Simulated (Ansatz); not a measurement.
The system is CsSnI3.

```
Cs I Sn
1.0
     6.20570    0.00000    0.00000
     0.00000    6.20570    0.00000
     0.00000    0.00000    6.20570
Cs I Sn
1 3 1
Cartesian
  0.0000 0.0000 0.0000
  3.1029 3.1029 0.0000
  3.1029 0.0000 3.1029
  0.0000 3.1029 3.1029
  3.1029 3.1029 3.1029
```

- Program: Ansatz 0.2.0
- Task: relaxation of cell and atoms
- Functional: BLYP
- Potentials or basis: Ansatz PAW
- Cutoff: 420 eV (not typed: the program's choice for these potentials)
- k mesh: 5 × 5 × 5
- Occupations: fermi-dirac, width 0.05 eV
- Spin: no spin polarisation

At the start: volume 47.80 Å³/atom.

Q: How do energy, volume and symmetry change on relaxing?

A: It ends after 5 steps and the volume is 53.90 Å³/atom (+12.8 %); space group Pm-3m (No. 221, to 0.05 Å).

Step by step:
```tsv
step	energy change (eV)	largest force (eV/Å)	volume (Å³)
1	0.0000	0.0000	238.99
2	-0.1229	0.0000	252.73
3	-0.1678	0.0000	266.56
4	-0.1691	0.0000	269.51
5	-0.1717	0.0000	269.51
```

Final structure:
```
CELL_PARAMETERS angstrom
6.45943 0.00000 0.00000
0.00000 6.45943 0.00000
0.00000 0.00000 6.45943
ATOMIC_POSITIONS crystal
Cs 0.00000 0.00000 0.00000
I 0.50000 0.50000 0.00000
I 0.50000 0.00000 0.50000
I 0.00000 0.50000 0.50000
Sn 0.50000 0.50000 0.50000
```

Caveat: the plane-wave basis is chosen anew once the cell has moved, so the energies of steps on either side of that aren't comparable; the volume moved by +13 % from the deposited cell, more than functionals usually miss; the PAW data sets come from PBE, with cores solved anew for the run's functional, which leaves a small shift of forces and pressure.
